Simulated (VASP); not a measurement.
## Cu3Au (Auricupride): band structure with LDA

Cu3Au (Auricupride):

```
CELL_PARAMETERS angstrom
3.74000 0.00000 0.00000
0.00000 3.74000 0.00000
0.00000 0.00000 3.74000
ATOMIC_POSITIONS crystal
Au 0.00000 0.00000 0.00000
Cu 0.50000 0.50000 0.00000
Cu 0.50000 0.00000 0.50000
Cu 0.00000 0.50000 0.50000
```

```json
{
  "Program": "VASP 6.6.1",
  "Task": "band structure",
  "Functional": "LDA",
  "Potentials or basis": "VASP PAW LDA potentials, release 64 (Au, Cu)",
  "Cutoff": "520 eV",
  "k mesh": "7 × 7 × 7",
  "Occupations": "fermi-dirac, width 0.05 eV",
  "Spin": "no spin polarisation",
  "Further INCAR settings": "ALGO = Fast; EDIFF = 1e-06"
}
```

```
Band gap along the path : none (metal or under the smearing width)
```

Levels at the corners of the path, in eV from the Fermi level:
| point | band 20 | band 21 | band 22 | band 23 | band 24 | band 25 |
| --- | --- | --- | --- | --- | --- | --- |
| Γ | -1.34 | -1.34 | 1.32 | 1.32 | 1.32 | 6.11 |
| X | -1.90 | -1.50 | -1.35 | 5.87 | 5.87 | 6.67 |
| X | -1.90 | -1.50 | -1.35 | 5.87 | 5.87 | 6.66 |
| M | -2.13 | -0.47 | -0.47 | -0.36 | 0.42 | 8.66 |
| M | -2.13 | -0.47 | -0.47 | -0.36 | 0.42 | 8.66 |
| Γ | -1.34 | -1.34 | 1.32 | 1.32 | 1.32 | 6.11 |
| Γ | -1.34 | -1.34 | 1.32 | 1.32 | 1.32 | 6.11 |
| R | -1.56 | -1.00 | -0.98 | -0.98 | -0.98 | 2.55 |
| R | -1.56 | -1.00 | -0.98 | -0.98 | -0.98 | 2.55 |
| X | -1.90 | -1.50 | -1.35 | 5.87 | 5.87 | 6.65 |
| M | -2.13 | -0.47 | -0.47 | -0.36 | 0.42 | 8.66 |
| R | -1.56 | -1.00 | -0.98 | -0.98 | -0.98 | 2.55 |

Run time: 100 s on 1 thread of Intel(R) Xeon(R) Platinum 8375C CPU @ 2.90GHz (Ice Lake) (shared host), peak memory 0.22 GiB.

Caveat: the log is that of the step along the path at fixed density, whose energy, stress, charges and moments have no meaning; spin-orbit coupling is left out, which moves the levels of the heavy elements.
